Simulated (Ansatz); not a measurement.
Cu:

```
Cu
1.0
     0.00000    1.80750    1.80750
     1.80750    0.00000    1.80750
     1.80750    1.80750    0.00000
Cu
1
Direct
  0.00000 0.00000 0.00000
```

| Quantity | Value |
| --- | --- |
| Program | Ansatz 0.2.0 |
| Task | single point |
| Functional | PBEsol |
| Potentials or basis | all-electron LAPW, scalar-relativistic |
| Cutoff | 295 eV (chosen from the basis error) |
| Basis error allowed | 0.001 eV/atom |
| k mesh | 13 × 13 × 13 |
| Occupations | fermi-dirac, width 0.05 eV |
| Spin | no spin polarisation |

On this cell: pressure -6.6 GPa; band gap on the k mesh none (metal or under the smearing width).

The same run follows on a disturbed copy (cell strained at random at fixed volume):

```
Cu
1.0
    -0.00858    1.79575    1.80169
     1.82295   -0.02405    1.81716
     1.79533    1.78360    0.00357
Cu
1
Direct
  0.00146 0.97571 0.02932
```

Problem. What does the disturbed cell give?

Solution. The energy (extrapolated to zero smearing) moves by +1.5 meV/atom; pressure -6.5 GPa; band gap on the k mesh none (metal or under the smearing width).

Stress tensor (GPa, compression positive):
```
-6.59  1.52 -0.75
 1.52 -6.27  0.53
-0.75  0.53 -6.69
```
